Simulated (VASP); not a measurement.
## VASP 6.6.1 run: Si

INCAR

```
PREC = Accurate
LREAL = .FALSE.
IBRION = -1
NSW = 0
ISMEAR = 0
SIGMA = 0.2
EDIFF = 1E-7
NBANDS = 16
LASPH = .TRUE.
ENCUT = 520
LCHARG = .FALSE.
ISIF = 2
NELM = 79
LWAVE = .FALSE.
GGA = PS
```

KPOINTS

```
KPOINTS created by Atomic Simulation Environment
0
Gamma
12 12 4
0 0 0
```

POSCAR

```
Si
 1.0000000000000000
     3.8321295590073570    0.0000000000000000    0.0000000000000000
    -1.9160647795036785    3.3187215486936292    0.0000000000000000
     0.0000000000000000    0.0000000000000000    6.4046290290999996
 Si
   4
Cartesian
 -0.0000000000000000  2.2124810324624189  0.0070885391266683
  1.9160647795036780  1.1062405162312094  3.2094030536766671
 -0.0000000000000000  2.2124810324624189  2.3946473467858316
  1.9160647795036780  1.1062405162312094  5.5969618613358296
```

The recommended PBE PAW datasets give the neutral cell 16 valence electrons.

Command

```
mpirun -np 1 vasp_std
```

OSZICAR

```
N       E                     dE             d eps       ncg     rms          rms(c)
DAV:   1     0.246810355503E+02    0.24681E+02   -0.59601E+03  1824   0.818E+02
DAV:   2    -0.214852967035E+02   -0.46166E+02   -0.41855E+02  2496   0.121E+02
DAV:   3    -0.233514396625E+02   -0.18661E+01   -0.18526E+01  2520   0.226E+01
DAV:   4    -0.233725427376E+02   -0.21103E-01   -0.21097E-01  2248   0.313E+00
DAV:   5    -0.233729132290E+02   -0.37049E-03   -0.37047E-03  2584   0.388E-01    0.687E+00
DAV:   6    -0.230759007871E+02    0.29701E+00   -0.10977E-01  2192   0.155E+00    0.411E+00
DAV:   7    -0.229399045574E+02    0.13600E+00   -0.21567E-01  2224   0.224E+00    0.239E-01
DAV:   8    -0.229410660139E+02   -0.11615E-02   -0.16670E-02  2176   0.668E-01    0.111E-01
DAV:   9    -0.229411913873E+02   -0.12537E-03   -0.47729E-04  2472   0.125E-01    0.834E-02
DAV:  10    -0.229412656058E+02   -0.74219E-04   -0.10611E-04  2152   0.510E-02    0.198E-02
DAV:  11    -0.229412650869E+02    0.51891E-06   -0.41842E-06  2512   0.111E-02    0.993E-03
DAV:  12    -0.229412658447E+02   -0.75778E-06   -0.84508E-07  2056   0.497E-03    0.458E-03
DAV:  13    -0.229412659151E+02   -0.70444E-07   -0.22012E-07  2232   0.245E-03
   1 F= -.22941266E+02 E0= -.22940879E+02  d E =-.773335E-03
```

From OUTCAR

```
k-points           NKPTS =     57   k-points in BZ     NKDIM =     57   number of bands    NBANDS=     16

   NELECT =      16.0000    total number of electrons

   dimension x,y,z NGX =    30 NGY =   30 NGZ =   48
   dimension x,y,z NGXF=    60 NGYF=   60 NGZF=   96

  energy-cutoff  :      520.00
  volume of cell :       81.45
      direct lattice vectors                 reciprocal lattice vectors
     3.832129559  0.000000000  0.000000000     0.260951511  0.150660425  0.000000000
    -1.916064780  3.318721549  0.000000000     0.000000000  0.301320851  0.000000000
     0.000000000  0.000000000  6.404629029     0.000000000  0.000000000  0.156137068

 k-points in reciprocal lattice and weights: KPOINTS created by Atomic Simulation Env
   0.00000000  0.00000000  0.00000000       0.002
   0.08333333  0.00000000  0.00000000       0.010
   0.16666667  0.00000000  0.00000000       0.010
   0.25000000 -0.00000000  0.00000000       0.010
   0.33333333 -0.00000000  0.00000000       0.010
   0.41666667  0.00000000  0.00000000       0.010
   0.50000000 -0.00000000  0.00000000       0.005
   0.08333333  0.08333333  0.00000000       0.010
   ...

 E-fermi :   6.0419

 k-point     1 :       0.0000    0.0000    0.0000
  band No.  band energies     occupation
      1      -6.2686      2.00000
      2      -4.0562      2.00000
      3      -1.3468      2.00000
      4       4.4266      2.00000
      5       4.4266      2.00000
      6       5.4619      1.99996
      7       5.8925      1.70922
      8       5.8925      1.70922
      9       6.9235      0.00000
     10       7.8802      0.00000
     11       7.8802      0.00000
     12       7.9641      0.00000
     13       9.2874      0.00000
     14       9.9953      0.00000
     15       9.9953      0.00000
     16      11.7910      0.00000

 k-point     2 :       0.0833    0.0000    0.0000
  band No.  band energies     occupation
      1      -6.1875      2.00000
      2      -3.9735      2.00000
      3      -1.3015      2.00000
      4       3.7261      2.00000
      5       4.2538      2.00000
      6       5.2570      2.00000
      7       5.3523      2.00000
      8       5.7378      1.96848
      9       7.3484      0.00000
     10       8.0393      0.00000
     11       8.0422      0.00000
     12       8.1346      0.00000
     13       9.5717      0.00000
     14      10.2138      0.00000
     15      10.3082      0.00000
     16      11.2518      0.00000

 k-point     3 :       0.1667    0.0000    0.0000
  band No.  band energies     occupation
      1      -5.9462      2.00000
      2      -3.7271      2.00000
      3      -1.1917      2.00000
      4       2.5272      2.00000
      5       3.8723      2.00000
      6       4.0183      2.00000
      7       5.0143      2.00000
      8       5.3871      2.00000
      9       7.1870      0.00000
     10       8.2718      0.00000
     11       8.6702      0.00000
     12       9.1469      0.00000
     13       9.2515      0.00000
     14      10.4622      0.00000
     15      11.1296      0.00000
     16      11.5084      0.00000

 ...

  Total       -0.3985398     -0.3985398     -1.3624251      0.0000000      0.0000000      0.0000000
  in kB       -7.8393004     -7.8393004    -26.7989792      0.0000000      0.0000000      0.0000000
  external PRESSURE =     -14.1591933 kB  Pullay stress =       0.0000000 kB

 POSITION                                       TOTAL-FORCE (eV/Angst)
 -----------------------------------------------------------------------------------
      0.00000      2.21248      0.00709         0.000000      0.000000      0.004320
      1.91606      1.10624      3.20940        -0.000000     -0.000000      0.004320
      0.00000      2.21248      2.39465         0.000000     -0.000000     -0.004320
      1.91606      1.10624      5.59696        -0.000000     -0.000000     -0.004320
 -----------------------------------------------------------------------------------
    total drift:                                0.000000     -0.000000      0.000000

  FREE ENERGIE OF THE ION-ELECTRON SYSTEM (eV)
  ---------------------------------------------------
  free  energy   TOTEN  =       -22.9412659151 eV

  energy  without entropy=      -22.9404925804  energy(sigma->0) =      -22.94087925
```

It converged. Results: gap between bands v and c on the k mesh 0.36 eV; least direct gap on the k mesh 1.03 eV; pressure -1.4 GPa. Band v is the last that the valence electrons fill when counted band by band, and c is the next.

For comparison, a separate PBE run of the intended cell, on usual settings and not on those above, gives a gap of 0.48 eV on its mesh and a pressure of 0.2 GPa.

The run above took about 61 s on one core of a shared host (Intel Xeon Platinum 8488C) and held 0.21 GiB at most.
